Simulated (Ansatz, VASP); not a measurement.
One calculation of ZrS, two programs

File POSCAR:

```
ZrS
1.0
    0.0000000000      2.6250000000      2.6250000000
    2.6250000000      0.0000000000      2.6250000000
    2.6250000000      2.6250000000      0.0000000000
Zr S
1 1
Direct
    0.0000000000      0.0000000000      0.0000000000
    0.5000000000      0.5000000000      0.5000000000
```

The input INCAR.step1:

```
SYSTEM = ZrS
ALGO = Normal
EDIFF = 1E-4
ENCUT = 520
GGA = PE
ISMEAR = 0
LASPH = .TRUE.
LCHARG = .FALSE.
LREAL = .FALSE.
LWAVE = .TRUE.
NBANDS = 16
NELM = 80
PREC = Accurate
SIGMA = 0.15
```

File INCAR.step2:

```
SYSTEM = ZrS
ALGO = Normal
EDIFF = 1E-6
ENCUT = 520
ISIF = 2
ISMEAR = 0
ISTART = 1
LASPH = .TRUE.
LCHARG = .FALSE.
LMIXTAU = .TRUE.
LREAL = .FALSE.
LWAVE = .FALSE.
METAGGA = R2SCAN
NBANDS = 16
NELM = 80
PREC = Accurate
SIGMA = 0.15
```

KPOINTS

```
k-points
0
G
  16 16 16
  0 0 0
```

Input for Ansatz:

```yaml
crystal:
  lattice:
    - [0.0, 2.625, 2.625]
    - [2.625, 0.0, 2.625]
    - [2.625, 2.625, 0.0]
  atoms:
    - { symbol: Zr, position: [0.0, 0.0, 0.0] }
    - { symbol: S, position: [0.5, 0.5, 0.5] }
basis:
  ecutwfc: 500
kpoints:
  mp_grid: { grid: [16, 16, 16] }
hamiltonian:
  xc: r2scan
scf:
  occupations: { method: gaussian, width: 0.15 }
output:
  forces: true
  stress: true
  eigenvalues: true
```

Alike in both runs: task single point; functional r2SCAN; k mesh 16 × 16 × 16; occupations gaussian, width 0.15 eV; no spin polarisation.

```csv
,VASP,Ansatz
version,VASP 6.6.1,Ansatz 0.2.0
potentials or method,"VASP PAW PBE potentials, release 64 (Zr_sv, S)","scalar-relativistic, plane waves, PAW"
plane-wave cutoff (eV),520,500
valence electrons in the cell,18,18
```

```tsv
	VASP	Ansatz	Ansatz less VASP
gap on the k mesh at the Fermi level (eV)	none	none	-
pressure (GPa)	-2.0	-2.0	0.00
```

A gap of «none» marks a metal or a gap that the smearing closes.

Caveats: the PAW data sets were made with another functional, which shifts forces and pressure a little (VASP).
